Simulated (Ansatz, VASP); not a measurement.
Two plane-wave programs on As

```
As
1.0
     2.65850    0.00000    0.00000
     0.00000    2.65850    0.00000
     0.00000    0.00000    2.65850
As
1
Direct
  0.50000 0.50000 0.50000
```

Alike in both runs: task single point; functional PBE; k mesh 16 × 16 × 16; occupations gaussian, width 0.1 eV; no spin polarisation.

```csv
,VASP,Ansatz
version,VASP 6.6.1,Ansatz 0.2.0
potentials or method,"VASP PAW PBE potentials, release 64 (As)","scalar-relativistic, plane waves, PAW"
plane-wave cutoff (eV),520,420
valence electrons in the cell,5,15
```

VASP gave:

```
gap on the k mesh at the Fermi level (eV) : none
pressure (GPa)                            : 7.7
```

Task: Estimate Ansatz's values.

Result: gap on the k mesh at the Fermi level (eV): none; pressure (GPa): 7.4.

A gap of «none» marks a metal or a gap that the smearing closes. The two sets of potentials don't hold the same shells in valence.
